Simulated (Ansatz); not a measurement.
# AlN: energy and pressure over a range of volumes

An exercise on one series of results from a longer session: the logs are not shown, and one member is left open.

Program: Ansatz 0.2.0. Level of theory: DFT PBEsol, scalar-relativistic. These are calculated values, not measurements.

## Starting point

It takes space group P6_3mc (No. 186, hexagonal). Conventional cell: a = 3.111 Å, b = 3.111 Å, c = 4.978 Å, α = 90.00°, β = 90.00°, γ = 120.00°. Around Al (site symmetry 3m) lie 4 N at 1.89 to 1.92 Å. N (site symmetry 3m) has 4 Al at 1.89 to 1.92 Å in its first shell of neighbours.

Structure file:

```cif
data_structure
_symmetry_space_group_name_H-M 'P 1'
_symmetry_Int_Tables_number 1
_cell_length_a 3.1110
_cell_length_b 3.1110
_cell_length_c 4.9780
_cell_angle_alpha 90.000
_cell_angle_beta 90.000
_cell_angle_gamma 120.000
_cell_volume 41.72
loop_
_atom_site_label
_atom_site_type_symbol
_atom_site_fract_x
_atom_site_fract_y
_atom_site_fract_z
_atom_site_occupancy
Al1 Al 0.33333 0.66667 0.00000 1
Al2 Al 0.66667 0.33333 0.50000 1
N1 N 0.33333 0.66667 0.38500 1
N2 N 0.66667 0.33333 0.88500 1
```

Atoms are numbered in the order of the input: Al1, Al2, N3, N4.

Set-up of the first run:

The input, input.yaml:

```yaml
crystal:
  lattice:
    - [3.0474944919, 0.0, 0.0]
    - [-1.523747246, 2.6392076479, 0.0]
    - [0.0, 0.0, 4.8763796492]
  atoms:
    - { symbol: Al, position: [0.3333333333, 0.6666666667, 0.0] }
    - { symbol: Al, position: [0.6666666667, 0.3333333333, 0.5] }
    - { symbol: "N", position: [0.3333333333, 0.6666666667, 0.385] }
    - { symbol: "N", position: [0.6666666667, 0.3333333333, 0.885] }
kpoints:
  mp_grid: { grid: [10, 10, 6] }
  band_path:
    path:
      - [0.0, 0.0, 0.0]
      - [0.5, 0.0, 0.0]
      - [0.3333333333, 0.3333333333, 0.0]
      - [0.0, 0.0, 0.0]
      - [0.0, 0.0, 0.5]
      - [0.5, 0.0, 0.5]
      - [0.3333333333, 0.3333333333, 0.5]
      - [0.0, 0.0, 0.5]
      - [0.5, 0.0, 0.5]
    npoints: 5
scf:
  occupations: { method: fermi_dirac, width: 0.03 }
hamiltonian:
  xc: pbesol
  pseudopotentials: { kind: all_electron, lapw: { basis_error: 0.001 } }
output:
  forces: true
  stress: true
  eigenvalues: true
```

On the command line:

```
$ ansatz run input.yaml --threads 1 --pin off --max-ram 4096MiB --backend cpu --events-out ev --progress --plain --runs-dir out
```

Among the steps run: Volume × 0.94, LAPW; Volume × 0.94, PAW; Volume × 0.94, crystal datasets; Volume × 0.98, LAPW; Volume × 0.98, PAW; Volume × 0.98, crystal datasets; Volume × 1.01, LAPW; Volume × 1.01, PAW; Volume × 1.01, crystal datasets; Volume × 1.04, LAPW; Volume × 1.04, PAW; Volume × 1.04, crystal datasets.

One of the session's tables, all rows but one given; the rest of the session is left out.

It belongs to the step «The equation of state». 

| method | volume (Å³/atom) | gap on the k mesh (eV) | largest force (eV/Å) |
| --- | --- | --- | --- |
| LAPW | 9.805 | 4.63 | 0.181 |
| LAPW | 10.222 | 4.26 | 0.178 |
| LAPW | 10.535 | ? | ? |
| LAPW | 10.848 | 3.75 | 0.174 |
| PAW | 9.805 | 4.62 | 0.180 |
| PAW | 10.222 | 4.25 | 0.178 |
| PAW | 10.535 | 3.99 | 0.176 |
| PAW | 10.848 | 3.74 | 0.174 |
| crystal datasets | 9.805 | 4.63 | 0.181 |
| crystal datasets | 10.222 | 4.26 | 0.179 |
| crystal datasets | 10.535 | 4.00 | 0.177 |
| crystal datasets | 10.848 | 3.75 | 0.175 |

Q: Estimate the row for LAPW, 10.535 from the others.

As computed: gap on the k mesh (eV): 4.00; largest force (eV/Å): 0.176.

Limits of these values: Warnings in the runs' records: crystal datasets made.
